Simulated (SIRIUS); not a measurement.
## Fitting the WC energy curve of TiCo

Space group Pm-3m (No. 221). a = 2.986 Å, b = 2.986 Å, c = 2.986 Å, α = 90.00°, β = 90.00°, γ = 90.00°
| atom | site | symmetry | x | y | z |
| --- | --- | --- | --- | --- | --- |
| Co | 1b | m-3m | 0.5000 | 0.5000 | 0.5000 |
| Ti | 1a | m-3m | 0.0000 | 0.0000 | 0.0000 |

The cell comes from a database or a generator and needn't be the stable form of this composition.

The cell was scaled at fixed shape and fractions and run with SIRIUS, all-electron FP-LAPW, apw+lo standard; WC, k mesh 9 × 9 × 9 on the cell of 2 atoms, fermi-dirac occupations of 0.05 eV, collinear spin, ferromagnetic start, no spin-orbit coupling. Energies are those that the program minimises, any entropy of the smearing included. For a metal such a mesh isn't converged to the digits shown. The magnetic state is the one that the start led to, which needn't be the lowest.

| V (Å³/atom) | energy over the lowest row (meV/atom) |
| --- | --- |
| 12.5146 | 1.32 |
| 12.7808 | 0.00 |
| 13.0471 | ? |
| 13.3134 | 15.39 |
| 13.5796 | 30.62 |
| 13.8459 | 50.51 |
| 14.1122 | 74.14 |

**Question.** Fit the third-order Birch-Murnaghan form, give V0, B0 and B′, and predict the energy left open.

**Answer.** With y = (V0/V)^(2/3), E = E0 + (9 V0 B0/16) [(y - 1)³ B′ + (y - 1)² (6 - 4y)]. Least squares through the rows shown give V0 = 12.6999 Å³/atom, E0 = -0.28 meV, B0 = 184.0 GPa (1 eV/Å³ = 160.218 GPa) and B′ = 4.47, with a largest miss of 0.07 meV, so B0 and B′ are loose. At V = 13.0471 the form with these constants gives 4.91 meV; the run gave 4.86 meV an atom.

The fitted minimum, 12.6999 Å³/atom, lies well below the 13.3134 Å³/atom of the listed cell, which is close to the measured volume of B2 TiCo. The calculation therefore overbinds the compound, probably because WC favours short bonds in 3d metals; the missing zero-point and thermal expansion would account for only a small part of the gap.

The stiffness reflects Ti-Co d-d hybridisation, which fills bonding states and resists a change of volume in either direction. On expansion the d overlap decays and the restoring force weakens, whereas compression adds kinetic-energy and core-overlap repulsion, hence the positive B′.

The open point is reproduced to within the scatter of the fit, which suggests that one electronic state is followed smoothly across the range, though not which magnetic state it is. As an interpolation, it tests the curve's smoothness more than its derivatives. Only one row lies on the compressed side of the minimum, so behaviour under pressure is largely extrapolated from the expanded branch.
